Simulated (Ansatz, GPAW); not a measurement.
This is a calculation of Cu (Copper) for Ansatz 0.2.0. 

Contents of input.yaml:

```yaml
crystal:
  lattice:
    - [0.0, 1.8075, 1.8075]
    - [1.8075, 0.0, 1.8075]
    - [1.8075, 1.8075, 0.0]
  atoms:
    - { symbol: Cu, position: [0.0, 0.0, 0.0] }
hamiltonian:
  xc: pbe
  pseudopotentials: { kind: paw }
kpoints:
  mp_grid: { grid: [13, 13, 13] }
scf:
  occupations: { method: gaussian, width: 0.015 }
output:
  forces: true
  stress: true
  eigenvalues: true
  write_density: true
  write_potential: true
  elf: true
  volumetric_format: npy
```

Potentials or basis: Ansatz PAW.

Run with:

```sh
$ ansatz run input.yaml --threads 2 --pin off --max-ram 5632MiB --backend cpu --events-out ev --progress --plain --runs-dir out
```

**Question.** Set up the same calculation for GPAW 26.7.0 (ASE script). Potentials or basis there: GPAW PAW data sets (gpaw-data 1.2.1), cutoff 600 eV.

**Answer.** As run (cutoffs and basis follow the program's own potentials, and thresholds, step limits or extra output files can differ):

run.py

```python
from ase import Atoms
from ase.dft.bandgap import bandgap
from ase.io import write
from ase.units import Bohr, GPa
from gpaw import GPAW, PW
from gpaw.elf import elf_from_dft_calculation

atoms = Atoms(['Cu'],
              cell=[[0.0, 1.8075, 1.8075],
                    [1.8075, 0.0, 1.8075],
                    [1.8075, 1.8075, 0.0]],
              scaled_positions=[[0.0, 0.0, 0.0]],
              pbc=True)

calc = GPAW(mode=PW(600),
            xc='PBE',
            kpts={'size': (13, 13, 13), 'gamma': True},
            occupations={'name': 'methfessel-paxton', 'order': 0, 'width': 0.015},
            nbands=14,
            convergence={'density': 1e-05, 'energy': 1e-05},
            maxiter=150,
            txt='gpaw.txt')
atoms.calc = calc
energy = atoms.get_potential_energy()
forces = atoms.get_forces()
stress = atoms.get_stress()
calc.write('gs.gpw')
write('result.traj', atoms)
print(f'Energy: {energy:.6f} eV')
print('Forces (eV/A):')
print(forces.round(4))
print('Stress (GPa):', (stress / GPa).round(3))
print('Fermi level:', round(calc.get_fermi_level(), 4), 'eV')
print(f'Gap: {bandgap(calc)[0]:.4f} eV, direct: {bandgap(calc, direct=True)[0]:.4f} eV')

# fields on the real-space grid
write('density.cube', atoms, data=calc.get_pseudo_density() * Bohr**3)
write('potential.cube', atoms, data=calc.get_electrostatic_potential())
write('elf.cube', atoms, data=elf_from_dft_calculation(calc).data)
```

Potentials or basis: GPAW PAW data sets (gpaw-data 1.2.1), pw.

Command:

```console
$ OMP_NUM_THREADS=1 python run.py
```

Both were run:

|  | Ansatz | GPAW |
| --- | --- | --- |
| Pressure | 1.7 GPa | 3.1 GPa |

Ansatz's pressure holds a Pulay term of +0.13 GPa for its cutoff of 420 eV, which the other run lacks.

The potentials hold 19 and 11 valence electrons a cell.

Where Ansatz's input types no cutoff or centring, it takes its own default and a Γ-centred mesh.

The two runs disagree by more than potentials and bases usually give (in gap, levels, pressure or energy); the cause wasn't traced.

Pressure is positive in compression.
